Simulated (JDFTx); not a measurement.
# RbBr under changes of volume

One of the cells (40.248 Å³/atom); the others are scaled copies at fixed shape and fractional positions:

```xyz
2
Lattice="0.0000 3.4270 3.4270 3.4270 0.0000 3.4270 3.4270 3.4270 0.0000" Properties=species:S:1:pos:R:3 pbc="T T T"
Rb    0.0000    0.0000    0.0000
Br    3.4270    3.4270    3.4270
```

```yaml
Program: JDFTx 1.7.0 (patched build)
Functional: PBEsol
Potentials_or_basis: PseudoDojo-SR-PBEsol-0.4.1-standard with smoothed tails
Cutoff: 626 eV
Density_cutoff: 5007 eV
k_mesh: 7 × 7 × 7
Occupations: fermi-dirac, width 0.05 eV
Spin: no spin polarisation
```

```tsv
volume (Å³/atom)	energy over the lowest point (meV/atom)	pressure (GPa)	gap on the mesh (eV)
37.833	6.11	0.9	4.36
38.638	2.39	0.5	4.31
39.443	0.42	0.2	4.26
40.248	0.00	-0.1	4.21
41.053	?	?	?
41.858	3.10	-0.5	4.13
42.663	6.33	-0.7	4.09
```

What does the run at 41.053 Å³/atom give?

Energy over the lowest point 0.95 meV/atom; pressure -0.3 GPa; gap on the mesh 4.17 eV.

Worked out: A Birch-Murnaghan fit of order 3 (a polynomial in V^(-2/3)) to the other rows has its minimum at 40.08 Å³/atom with B0 = V·E''(V) = 13.9 GPa and B' = 5.1. It gives 0.94 meV/atom at 41.053 Å³/atom, against the run's 0.95, and -dE/dV = -0.3 GPa, against -0.3. A straight line through the other rows of the gap, of slope -2.24 eV per unit of ln V (its deformation potential), gives 4.17 eV, against the run's 4.17.

Energies are extrapolated to zero smearing.

Caveats: an odd mesh through Γ misses points on the zone boundary, where band edges often lie (some runs). Spin-orbit coupling on Br, Rb is left out.
